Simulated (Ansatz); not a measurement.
Crystal: Sb.

```
Sb
1.0
    -1.87134    1.87134    1.87134
     1.87134   -1.87134    1.87134
     1.87134    1.87134   -1.87134
Sb
1
Cartesian
  0.0000 0.0000 0.0000
```

This isn't the form of Sb at room conditions, which is rhombohedral.

Base run:

* Program: Ansatz 0.2.0
* Functional: LDA
* Potentials or basis: Ansatz PAW
* Cutoff: 420 eV (not typed: the program's choice for these potentials)
* k mesh: 10 × 10 × 10
* Occupations: fermi-dirac, width 0.05 eV
* Spin: no spin polarisation

Its results: band gap on the k mesh none (metal or under the smearing width); pressure -1.2 GPa.

Q: After a change of settings the same cell gave: band gap on the k mesh none (metal or under the smearing width); pressure 4.6 GPa. Which change was it?
A. functional from LDA to BLYP
B. functional from LDA to RPBE
C. k mesh from 10 × 10 × 10 to 7 × 7 × 7
D. functional from LDA to r2SCAN; cutoff from 420 eV (not typed: the program's choice for these potentials) to 500 eV (not typed: the program's choice for these potentials)

A: B.

RPBE binds less tightly than LDA, so the same cell stands under more pressure.

Caveats: spin-orbit coupling is left out, which moves the levels of the heavy elements; the PAW data sets come from PBE, with cores solved anew for the run's functional, which leaves a small shift of forces and pressure.

Runs at the PBE level aren't shown here.
